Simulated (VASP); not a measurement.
**A VASP 6.6.1 single-point calculation on NaH**

INCAR

```
ALGO = Normal
LWAVE = .FALSE.
ISMEAR = 0
NBANDS = 11
LASPH = .TRUE.
NELM = 120
PREC = Accurate
IBRION = -1
NSW = 0
EDIFF = 1E-7
METAGGA = R2SCAN
LCHARG = .FALSE.
ENCUT = 520
SIGMA = 0.01
ISIF = 2
LREAL = .FALSE.
```

KPOINTS

```
KPOINTS created by Atomic Simulation Environment
0
Gamma
5 5 5
0 0 0
```

POSCAR

```
Na H
 1.0000000000000000
     2.8605476218999999    0.0000000000000000    0.0000000000000000
     0.0000000000000000    2.8605476218999999    0.0000000000000000
     0.0000000000000000    0.0000000000000000    2.9323912064000002
 Na  H
   1   1
Cartesian
  0.0000000000000000  0.0000000000000000  0.0000000000000000
  1.4302738109499999  1.4302738109499999  1.4661956031999999
```

The recommended PBE PAW datasets give the neutral cell 8 valence electrons.

Command

```
mpirun -np 1 vasp_std
```

OSZICAR

```
N       E                     dE             d eps       ncg     rms          rms(c)
DAV:   1     0.414888856953E+02    0.41489E+02   -0.45242E+03   399   0.799E+02
DAV:   2    -0.662295965356E+01   -0.48112E+02   -0.47523E+02   405   0.225E+02
DAV:   3    -0.809591021815E+01   -0.14730E+01   -0.14716E+01   465   0.363E+01
DAV:   4    -0.810510689745E+01   -0.91967E-02   -0.91960E-02   485   0.292E+00
DAV:   5    -0.810518176257E+01   -0.74865E-04   -0.74865E-04   459   0.260E-01    0.303E+00
DAV:   6    -0.743491499687E+01    0.67027E+00   -0.33007E-01   420   0.640E+00    0.170E+00
DAV:   7    -0.728798537412E+01    0.14693E+00   -0.48071E-01   456   0.304E+00    0.443E-01
DAV:   8    -0.729121459557E+01   -0.32292E-02   -0.13102E-02   429   0.704E-01    0.220E-01
DAV:   9    -0.729252927526E+01   -0.13147E-02   -0.13144E-03   435   0.429E-01    0.637E-02
DAV:  10    -0.729235490994E+01    0.17437E-03   -0.13278E-04   453   0.803E-02    0.101E-02
DAV:  11    -0.729238800642E+01   -0.33096E-04   -0.59720E-06   476   0.343E-02    0.416E-03
DAV:  12    -0.729239478564E+01   -0.67792E-05   -0.76316E-07   453   0.411E-03    0.119E-03
DAV:  13    -0.729239471324E+01    0.72394E-07   -0.24320E-07   410   0.551E-03
   1 F= -.72923947E+01 E0= -.72923947E+01  d E =-.292267E-55
```

From OUTCAR

```
k-points           NKPTS =     18   k-points in BZ     NKDIM =     18   number of bands    NBANDS=     11

   NELECT =       8.0000    total number of electrons

   dimension x,y,z NGX =    24 NGY =   24 NGZ =   24
   dimension x,y,z NGXF=    48 NGYF=   48 NGZF=   48

  energy-cutoff  :      520.00
  volume of cell :       23.99
      direct lattice vectors                 reciprocal lattice vectors
     2.860547622  0.000000000  0.000000000     0.349583413  0.000000000  0.000000000
     0.000000000  2.860547622  0.000000000     0.000000000  0.349583413  0.000000000
     0.000000000  0.000000000  2.932391206     0.000000000  0.000000000  0.341018619

 k-points in reciprocal lattice and weights: KPOINTS created by Atomic Simulation Env
   0.00000000  0.00000000  0.00000000       0.008
   0.20000000  0.00000000  0.00000000       0.032
   0.40000000  0.00000000  0.00000000       0.032
   0.20000000  0.20000000  0.00000000       0.032
   0.40000000  0.20000000  0.00000000       0.064
   0.40000000  0.40000000  0.00000000       0.032
   0.00000000  0.00000000  0.20000000       0.016
   0.20000000  0.00000000  0.20000000       0.064
   ...

 E-fermi :   0.7428

 k-point     1 :       0.0000    0.0000    0.0000
  band No.  band energies     occupation
      1     -24.0560      2.00000
      2     -24.0528      2.00000
      3     -24.0528      2.00000
      4      -4.8755      2.00000
      5      11.6917      0.00000
      6      13.1761      0.00000
      7      13.5475      0.00000
      8      14.6795      0.00000
      9      15.5738      0.00000
     10      15.5738      0.00000
     11      28.7511      0.00000

 k-point     2 :       0.2000    0.0000    0.0000
  band No.  band energies     occupation
      1     -24.1301      2.00000
      2     -24.0489      2.00000
      3     -24.0461      2.00000
      4      -4.2106      2.00000
      5       8.0688      0.00000
      6      12.6960      0.00000
      7      14.0142      0.00000
      8      15.1333      0.00000
      9      16.0212      0.00000
     10      21.4973      0.00000
     11      25.0348      0.00000

 k-point     3 :       0.4000    0.0000    0.0000
  band No.  band energies     occupation
      1     -24.2531      2.00000
      2     -24.0374      2.00000
      3     -24.0351      2.00000
      4      -2.6300      2.00000
      5       3.8901      0.00000
      6      13.7300      0.00000
      7      15.9266      0.00000
      8      16.2168      0.00000
      9      17.0787      0.00000
     10      20.6343      0.00000
     11      21.6007      0.00000

 k-point     4 :       0.2000    0.2000    0.0000
  band No.  band energies     occupation
      1     -24.1264      2.00000
      2     -24.1153      2.00000
      3     -24.0420      2.00000
      4      -3.5816      2.00000
      5       8.2046      0.00000
      6       9.3262      0.00000
      7      13.5900      0.00000
      8      15.6446      0.00000
      9      20.0338      0.00000
     10      21.9377      0.00000
     11      22.1579      0.00000

 k-point     5 :       0.4000    0.2000    0.0000
  band No.  band energies     occupation
      1     -24.2400      2.00000
      2     -24.1057      2.00000
      3     -24.0309      2.00000
      4      -2.1094      2.00000
      5       4.6048      0.00000
      6      10.3569      0.00000
      7      14.4877      0.00000
      8      16.8068      0.00000
      9      16.9053      0.00000
     10      21.6495      0.00000
     11      21.7460      0.00000

 ...

  Total        0.3152912      0.3152912     -0.1391376      0.0000000      0.0000000      0.0000000
  in kB       21.0524248     21.0524248     -9.2904088      0.0000000      0.0000000      0.0000000
  external PRESSURE =      10.9381470 kB  Pullay stress =       0.0000000 kB

 POSITION                                       TOTAL-FORCE (eV/Angst)
 -----------------------------------------------------------------------------------
      0.00000      0.00000      0.00000         0.000000      0.000000      0.000000
      1.43027      1.43027      1.46620         0.000000      0.000000      0.000000
 -----------------------------------------------------------------------------------
    total drift:                               -0.000000      0.000000      0.000000

  FREE ENERGIE OF THE ION-ELECTRON SYSTEM (eV)
  ---------------------------------------------------
  free  energy   TOTEN  =        -7.2923947132 eV

  energy  without entropy=       -7.2923947132  energy(sigma->0) =       -7.29239471
```

It converged. Results: gap between bands v and c on the k mesh 2.97 eV; least direct gap on the k mesh 6.37 eV; pressure 1.1 GPa. Band v is the last that the valence electrons fill when counted band by band, and c is the next.

These settings aren't sound, so the numbers aren't properties of the crystal.

On sound settings r²SCAN gives a gap of 1.45 eV on its mesh and a pressure of 1.1 GPa for the intended cell.

The run took about 6.5 s on one core of a shared host (Intel Xeon 6975P-C) and held 0.13 GiB at most.
